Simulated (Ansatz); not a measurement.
## What moves the pressure of Ru?

```xyz
2
Lattice="2.7058 0.0000 0.0000 -1.3529 2.3433 0.0000 0.0000 0.0000 4.2819" Properties=species:S:1:pos:R:3 pbc="T T T"
Ru    0.0000    1.5622    1.0705
Ru    1.3529    0.7811    3.2114
```

Atom numbers follow the list: Ru1, Ru2.

Conventional cell: a = 2.706 Å, b = 2.706 Å, c = 4.282 Å, α = 90.00°, β = 90.00°, γ = 120.00°. Around Ru (atom 1) lie 12 Ru at 2.65 to 2.71 Å.

The cell is COD entry 9017842, as deposited and not checked against the literature; nothing was relaxed.

All numbers below come from DFT, PBE, all-electron LAPW, scalar-relativistic in Ansatz 0.2.0.

The runs use a Γ-centred 14×14×8 k mesh, Fermi–Dirac smearing of 0.03 eV, basis error target 0.5 meV/atom, no spin polarisation.

In this reference run the pressure is 4.5 GPa (positive in compression). Each change below is made alone, on the same k mesh, with fractional coordinates held unless an atom is moved; x, y and z are the Cartesian axes.

Task: One change shifts the pressure by +3.4 GPa. Which?
A. volume scaled by 0.99
B. volume scaled by 0.98
C. equal xy, yz and zx engineering shear strains of +1 %
D. equal xy, yz and zx engineering shear strains of -3 %
E. functional pbesol
F. functional lda

Result: A. The others give: equal xy, yz and zx engineering shear strains of +1 %, +0.1 GPa; equal xy, yz and zx engineering shear strains of -3 %, +0.9 GPa; functional lda, -16.7 GPa; volume scaled by 0.98, +7.1 GPa; functional pbesol, -10.8 GPa.
